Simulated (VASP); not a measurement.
# BaS (Fm-3m) in VASP: a series of runs

Aim: see how the results for BaS move with the level of theory and the settings. Levels: PBE, r2SCAN. Tasks: single point.

All numbers are computed with VASP 6.6.1; they aren't measurements. Logs are shortened: lines on timing, memory, paths and dates and some standing lists are left out, and cuts for length are marked.

**Measured values to compare with.**

A printed reference work, monograph, original work of 1988 reports, for a bulk crystal of BaS at 2 K: band gap 3.806 eV (indirect).

The results are compared with them further down.

### Step 1. The cell of the first run

It takes space group Fm-3m (No. 225, cubic). The conventional cell has a = 6.555 Å, b = 6.555 Å, c = 6.555 Å, α = 90.00°, β = 90.00°, γ = 90.00°. Within 4.3 Å of Ba (site symmetry m-3m) lie 6 S at 3.28 Å. Within 4.3 Å of S (site symmetry m-3m) lie 6 Ba at 3.28 Å.

### Step 2. Single point, PBE (volume changed by +6%)

INCAR

```
SYSTEM = BaS
PREC = Accurate
ENCUT = 520
EDIFF = 1E-6
ISMEAR = 0
SIGMA = 0.01
LREAL = .FALSE.
LASPH = .TRUE.
NELM = 80
ALGO = Normal
ISIF = 2
LWAVE = .FALSE.
LCHARG = .FALSE.
GGA = PE
NBANDS = 15
```

KPOINTS

```
Automatic mesh
0
G
  6 6 6
  0 0 0
```

POSCAR

```
BaS
1.0
    0.0000000000      3.2774702339      3.2774702339
    3.2774702339      0.0000000000      3.2774702339
    3.2774702339      3.2774702339      0.0000000000
Ba S
1 1
Direct
    0.0000000000      0.0000000000      0.0000000000
    0.5000000000      0.5000000000      0.5000000000
```

Potentials or basis: VASP PAW PBE potentials, release 64 (Ba_sv, S).

The run is started by

```bash
$ cat potpaw_PBE.64/Ba_sv/POTCAR potpaw_PBE.64/S/POTCAR > POTCAR
$ mpirun -np 1 vasp_std > vasp.out
```

OUTCAR:

```text
SYSTEM = BaS
   PREC = Accurate
   ENCUT = 520
   EDIFF = 1E-6
   ISMEAR = 0
   LREAL = .FALSE.
   LASPH = .TRUE.
   NELM = 80
   ISIF = 2
   GGA = PE

 ion  position               nearest neighbor table
   1  0.000  0.000  0.000-   2 3.28   2 3.28   2 3.28   2 3.28   2 3.28   2 3.28
   2  0.500  0.500  0.500-   1 3.28   1 3.28   1 3.28   1 3.28   1 3.28   1 3.28

  LATTYP: Found a face centered cubic cell.
 ALAT       =     6.5549404678

  Lattice vectors:

 A1 = (   0.0000000000,   3.2774702339,   3.2774702339)
 A2 = (   3.2774702339,   0.0000000000,   3.2774702339)
 A3 = (   3.2774702339,   3.2774702339,   0.0000000000)

Analysis of symmetry for initial positions (statically):
=====================================================================
 Subroutine PRICEL returns:
 Original cell was already a primitive cell.

 Routine SETGRP: Setting up the symmetry group for a
 face centered cubic supercell.

 Subroutine GETGRP returns: Found 48 space group operations
 (whereof 48 operations were pure point group operations)
 out of a pool of 48 trial point group operations.

The static configuration has the point symmetry O_h .

Analysis of symmetry for dynamics (positions and initial velocities):
=====================================================================
 Subroutine PRICEL returns:
 Original cell was already a primitive cell.

 Routine SETGRP: Setting up the symmetry group for a
 face centered cubic supercell.

 Subroutine GETGRP returns: Found 48 space group operations
 (whereof 48 operations were pure point group operations)
 out of a pool of 48 trial point group operations.

The dynamic configuration has the point symmetry O_h .

 Subroutine INISYM returns: Found 48 space group operations
 (whereof 48 operations are pure point group operations),
 and found     1 'primitive' translations

----------------------------------------------------------------------------------------

                                     Primitive cell

  volume of cell :      70.4119

  direct lattice vectors                    reciprocal lattice vectors
     0.000000000  3.277470234  3.277470234    -0.152556687  0.152556687  0.152556687
     3.277470234  0.000000000  3.277470234     0.152556687 -0.152556687  0.152556687
     3.277470234  3.277470234  0.000000000     0.152556687  0.152556687 -0.152556687

  length of vectors
     4.635042855  4.635042855  4.635042855     0.264235933  0.264235933  0.264235933

  position of ions in fractional coordinates (direct lattice)
     0.000000000  0.000000000  0.000000000
     0.500000000  0.500000000  0.500000000

  ion indices of the primitive-cell ions
   primitive index   ion index
                 1           1
                 2           2

----------------------------------------------------------------------------------------

 KPOINTS: Automatic mesh

Automatic generation of k-mesh.
 Grid dimensions read from file:
 generate k-points for:    6    6    6

 Generating k-lattice:

  Cartesian coordinates                     Fractional coordinates (reciprocal lattice)
    -0.025426114  0.025426114  0.025426114     0.166666667  0.000000000  0.000000000
     0.025426114 -0.025426114  0.025426114     0.000000000  0.166666667  0.000000000
     0.025426114  0.025426114 -0.025426114     0.000000000  0.000000000  0.166666667

  Length of vectors
     0.044039322  0.044039322  0.044039322

  Shift w.r.t. Gamma in fractional coordinates (k-lattice)
     0.000000000  0.000000000  0.000000000

 Subroutine IBZKPT returns following result:
 ===========================================

 Found     16 irreducible k-points:

 Following reciprocal coordinates:
            Coordinates               Weight
  0.000000  0.000000  0.000000      1.000000
  0.166667  0.000000  0.000000      8.000000
  0.333333  0.000000  0.000000      8.000000
  0.500000  0.000000  0.000000      4.000000
  0.166667  0.166667  0.000000      6.000000
  0.333333  0.166667  0.000000     24.000000
[... 8 lines left out ...]
 -0.333333  0.333333  0.166667     24.000000
 -0.333333  0.500000  0.166667     12.000000
   k-points           NKPTS =     16   k-points in BZ     NKDIM =     16   number of bands    NBANDS=     15
   number of dos      NEDOS =    301   number of ions     NIONS =      2
   total plane-waves  NPLWV =  46656
   dimension x,y,z NGX =    36 NGY =   36 NGZ =   36
   dimension x,y,z NGXF=    72 NGYF=   72 NGZF=   72
   ions per type =               1   1
   NGX,Y,Z   is equivalent  to a cutoff of  12.91, 12.91, 12.91 a.u.
   NGXF,Y,Z  is equivalent  to a cutoff of  25.82, 25.82, 25.82 a.u.
 SYSTEM =  BaS
   PREC   = accura    normal or accurate (medium, high low for compatibility)
   ISTART =      0    job   : 0-new  1-cont  2-samecut
   ICHARG =      2    charge: 1-file 2-atom 10-const
   ISPIN  =      1    spin polarized calculation?
   LNONCOLLINEAR =      F non collinear calculations
   LSORBIT =      F    spin-orbit coupling
   LASPH  =      T    aspherical Exc in radial PAW
   ENCUT  =  520.0 eV  38.22 Ry    6.18 a.u.   8.62  8.62  8.62*2*pi/ulx,y,z
   NELM   =     80;   NELMIN=  2; NELMDL= -5     # of ELM steps
   EDIFF  = 0.1E-05   stopping-criterion for ELM
   LREAL  =      F    real-space projection
   EDIFFG = 0.1E-04   stopping-criterion for IOM
   NSW    =      0    number of steps for IOM
   IBRION =     -1    ionic relax: 0-MD 1-quasi-New 2-CG
   NFREE  =      0    steps in history (QN), initial steepest desc. (CG)
   ISIF   =      2    stress and relaxation
   ISYM   =      2    0-nonsym 1-usesym 2-fastsym
   POTIM  = 0.5000    time-step for ionic-motion
   TEBEG  =    0.0;   TEEND  =   0.0 temperature during run
   PSTRESS=    0.0 pullay stress
   NELECT =      16.0000    total number of electrons
   NUPDOWN=      -1.0000    fix difference up-down
   EMIN   =  10.00;   EMAX   =-10.00  energy-range for DOS
   EFERMI =   0.00;   METHOD = LEGACY
   ISMEAR =     0;   SIGMA  =   0.01  broadening in eV -4-tet -1-fermi 0-gaus
   EFERMI_NEDOS =   21; number of points for ismear=-14 and -15
   IALGO  =     38    algorithm
   IMIX   =      4    mixing-type and parameters
     AMIX     =   0.40;   BMIX     =  1.00
     AMIX_MAG =   1.60;   BMIX_MAG =  1.00
  volume/ion in A,a.u.               =      35.21       237.58
  Fermi-wavevector in a.u.,A,eV,Ry     =   0.999001  1.887839 13.578664  0.998004
  Thomas-Fermi vector in A             =   2.131262
   LORBIT       =      0    0 simple, 1 ext, 2 COOP (PROOUT), +10 PAW based schemes
   GGA     = PE    functional components
   LHFCALC =     F    Hartree Fock is set to
   AEXX    =    0.0000 exact exchange contribution
   IVDW    =     0    specifies the selected vdW correction
   LEPSILON=     F    determine dielectric tensor
   LRPA    =     F    only Hartree local field effects (RPA)
 non-spin polarized calculation
 Gauss-broadening in eV      SIGMA  =   0.01
  energy-cutoff  :      520.00
  volume of cell :       70.41
 maximum number of plane-waves:      1917
 NGX is ok and might be reduce to    36
   NGX = 17   NGY = 17   NGZ = 17

 number of electron      15.9999998 magnetization

 Free energy of the ion-electron system (eV)
  ---------------------------------------------------
  ext. energy  EPLUGINS =         0.00000000
  ---------------------------------------------------
  free energy    TOTEN  =       -10.17717359 eV

  energy without entropy =      -10.17717359  energy(sigma->0) =      -10.17717359

 E-fermi :   1.2050     XC(G=0):  -8.3080

 val. band max:        1.0709121881   @ k =   0.0000   0.0000   0.0000
 cond. band min:       3.2918705315   @ k =   0.5000   0.5000   0.0000
 fundamental gap:      2.2209583433
 Fermi energy:         1.2049580329

 k-point     1 :       0.0000    0.0000    0.0000
  band No.  band energies     occupation
      1     -25.2614      2.00000
      2     -10.3225      2.00000
      3     -10.3225      2.00000
      4     -10.3225      2.00000
      5      -9.1745      2.00000
      6       1.0709      2.00000
      7       1.0709      2.00000
      8       1.0709      2.00000
      9       4.3049      0.00000
     10       4.9151      0.00000
     11       4.9151      0.00000
     12       4.9151      0.00000
     13       5.7620      0.00000
     14       5.7620      0.00000
     15       9.6619      0.00000

 k-point     2 :       0.1667    0.0000    0.0000
  band No.  band energies     occupation
      1     -25.2540      2.00000
      2     -10.6101      2.00000
      3     -10.3304      2.00000
      4     -10.3304      2.00000
      5      -8.8644      2.00000
      6       0.4679      2.00000
      7       0.7770      2.00000
      8       0.7770      2.00000
      9       4.8946      0.00000
     10       5.2761      0.00000
     11       5.2873      0.00000
     12       5.2873      0.00000
     13       6.4483      0.00000
     14       6.4483      0.00000
     15      10.6161      0.00000

 k-point     3 :       0.3333    0.0000    0.0000
  band No.  band energies     occupation
      1     -25.2390      2.00000
      2     -10.9937      2.00000
      3     -10.3459      2.00000
      4     -10.3459      2.00000
      5      -8.4329      2.00000
      6      -0.3679      2.00000
      7       0.3155      2.00000
      8       0.3155      2.00000
      9       5.4202      0.00000
     10       6.2668      0.00000
     11       6.2668      0.00000
     12       6.6536      0.00000
     13       8.0068      0.00000
     14       8.0068      0.00000
     15      10.8961      0.00000

 k-point     4 :       0.5000    0.0000    0.0000
  band No.  band energies     occupation
      1     -25.2315      2.00000
      2     -11.1446      2.00000
      3     -10.3536      2.00000
      4     -10.3536      2.00000
      5      -8.2563      2.00000
      6      -0.7033      2.00000
      7       0.1238      2.00000
      8       0.1238      2.00000
      9       6.3459      0.00000
     10       6.5205      0.00000
     11       7.0785      0.00000
     12       7.0785      0.00000
     13       9.3943      0.00000
     14       9.3944      0.00000
     15       9.8034      0.00000
[... 163 lines left out ...]
 k-point    14 :       0.5000    0.3333    0.1667
  band No.  band energies     occupation
      1     -25.2295      2.00000
      2     -10.8732      2.00000
      3     -10.4806      2.00000
      4     -10.4058      2.00000
      5      -8.6119      2.00000
      6      -0.1435      2.00000
      7       0.3321      2.00000
      8       0.6746      2.00000
      9       4.5360      0.00000
     10       6.2732      0.00000
     11       6.9785      0.00000
     12       7.2274      0.00000
     13       7.9984      0.00000
     14       9.4282      0.00000
     15       9.6496      0.00000

 k-point    15 :      -0.3333    0.3333    0.1667
  band No.  band energies     occupation
      1     -25.2246      2.00000
      2     -10.8692      2.00000
      3     -10.5219      2.00000
      4     -10.4476      2.00000
      5      -8.6029      2.00000
      6      -0.1055      2.00000
      7       0.4042      2.00000
      8       0.4440      2.00000
      9       5.4262      0.00000
     10       5.5198      0.00000
     11       7.2782      0.00000
     12       7.7021      0.00000
     13       8.0450      0.00000
     14       9.8912      0.00000
     15       9.9518      0.00000

 k-point    16 :      -0.3333    0.5000    0.1667
  band No.  band energies     occupation
      1     -25.2223      2.00000
      2     -10.6296      2.00000
      3     -10.6283      2.00000
      4     -10.5207      2.00000
      5      -8.8055      2.00000
      6       0.2548      2.00000
      7       0.4927      2.00000
      8       0.6663      2.00000
      9       4.2841      0.00000
     10       6.4074      0.00000
     11       6.8854      0.00000
     12       7.6636      0.00000
     13       8.1612      0.00000
     14       8.8575      0.00000
     15      10.3524      0.00000

------------------------ aborting loop because EDIFF is reached ----------------------------------------

  FORCE on cell =-STRESS in cart. coord.  units (eV):
  Direction    XX          YY          ZZ          XY          YZ          ZX
  --------------------------------------------------------------------------------------
  -------------------------------------------------------------------------------------
  Total       -0.7473597     -0.7473597     -0.7473597     -0.0000000      0.0000000     -0.0000000
  in kB      -17.0056800    -17.0056800    -17.0056800     -0.0000000      0.0000000     -0.0000000
  external PRESSURE =     -17.0056800 kB  Pullay stress =       0.0000000 kB

 VOLUME and BASIS-vectors are now :
 -----------------------------------------------------------------------------
  energy-cutoff  :      520.00
  volume of cell :       70.41
      direct lattice vectors                 reciprocal lattice vectors
     0.000000000  3.277470234  3.277470234    -0.152556687  0.152556687  0.152556687
     3.277470234  0.000000000  3.277470234     0.152556687 -0.152556687  0.152556687
     3.277470234  3.277470234  0.000000000     0.152556687  0.152556687 -0.152556687

 POSITION                                       TOTAL-FORCE (eV/Angst)
 -----------------------------------------------------------------------------------
      0.00000      0.00000      0.00000         0.000000     -0.000000     -0.000000
      3.27747      3.27747      3.27747        -0.000000      0.000000      0.000000
 -----------------------------------------------------------------------------------
    total drift:                                0.000000      0.000000      0.000000

  FREE ENERGIE OF THE ION-ELECTRON SYSTEM (eV)
  ---------------------------------------------------
  free  energy   TOTEN  =       -10.1771735856 eV

  energy  without entropy=      -10.1771735856  energy(sigma->0) =      -10.17717359
```

Wall time 19 s (1 thread of Intel Xeon Platinum 8488C (Sapphire Rapids), shared host); peak memory 0.21 GiB.

What came out:

- Free energy: -10.1772 eV
- Pressure: -1.7 GPa
- Band gap on the k mesh: 2.22 eV, indirect (least direct gap 2.39 eV)

Caveat: spin-orbit coupling is left out, which moves the levels of the heavy elements. A k mesh can miss the band edges.

### Step 3. Single point, r2SCAN (volume changed by -6%)

POSCAR

```
BaS
1.0
    0.0000000000      3.1463423467      3.1463423467
    3.1463423467      0.0000000000      3.1463423467
    3.1463423467      3.1463423467      0.0000000000
Ba S
1 1
Direct
    0.0000000000      0.0000000000      0.0000000000
    0.5000000000      0.5000000000      0.5000000000
```

INCAR.step1

```
ALGO     = Normal         # electronic algorithm
EDIFF    = 1E-4           # SCF threshold, eV
ENCUT    = 520            # plane-wave cutoff, eV
GGA      = PE             # functional
ISMEAR   = 0              # smearing method
LASPH    = True           # aspherical terms in the spheres
LCHARG   = False          # write CHGCAR
LREAL    = False          # projectors in reciprocal space
LWAVE    = True           # write WAVECAR
NBANDS   = 15             # bands
NELM     = 80             # most SCF steps
PREC     = Accurate       # precision mode
SIGMA    = 0.01           # smearing width, eV
```

INCAR.step2

```
ALGO     = Normal         # electronic algorithm
EDIFF    = 1E-6           # SCF threshold, eV
ENCUT    = 520            # plane-wave cutoff, eV
ISIF     = 2              # what is computed and relaxed
ISMEAR   = 0              # smearing method
ISTART   = 1            
LASPH    = True           # aspherical terms in the spheres
LCHARG   = False          # write CHGCAR
LMIXTAU  = True         
LREAL    = False          # projectors in reciprocal space
LWAVE    = False          # write WAVECAR
METAGGA  = R2SCAN         # meta-GGA
NBANDS   = 15             # bands
NELM     = 80             # most SCF steps
PREC     = Accurate       # precision mode
SIGMA    = 0.01           # smearing width, eV
```

KPOINTS

```
k-points
0
Gamma
  6 6 6
```

Potentials or basis: VASP PAW PBE potentials, release 64 (Ba_sv, S).

The run is started by

```bash
$ cat potpaw_PBE.64/Ba_sv/POTCAR potpaw_PBE.64/S/POTCAR > POTCAR
$ cp INCAR.step1 INCAR
$ mpirun -np 1 vasp_std > vasp.out
$ cp INCAR.step2 INCAR
$ mpirun -np 1 vasp_std > vasp.out
```

It took 62 s on 1 thread of Intel Xeon Platinum 8488C (Sapphire Rapids), shared host; peak memory 0.22 GiB.

Results (log left out):

```yaml
Free_energy: -39.1515 eV
Pressure: 3.9 GPa
Band_gap_on_the_k_mesh: 2.38 eV, indirect (least direct gap 2.49 eV)
```

Levels at points of the mesh, in eV from the valence-band top:
| k point | band 4 | band 5 | band 6 | band 7 | band 8 | band 9 | band 10 | band 11 | band 12 | band 13 |
| --- | --- | --- | --- | --- | --- | --- | --- | --- | --- | --- |
| (0.00, 0.00, 0.00) | -11.30 | -10.87 | 0.00 | 0.00 | 0.00 | 4.31 | 4.31 | 4.31 | 4.46 | 5.39 |
| (0.50, 0.00, 0.00) | -11.34 | -9.30 | -2.02 | -1.18 | -1.18 | 6.19 | 6.28 | 7.03 | 7.03 | 9.69 |
| (0.50, 0.50, 0.00) | -11.53 | -10.79 | -0.46 | -0.11 | -0.11 | 2.38 | 6.63 | 7.02 | 8.29 | 8.29 |

Caveat: the PAW data sets were made with another functional, which shifts forces and pressure a little; spin-orbit coupling is left out, which moves the levels of the heavy elements.

[end of part 1 of 2]
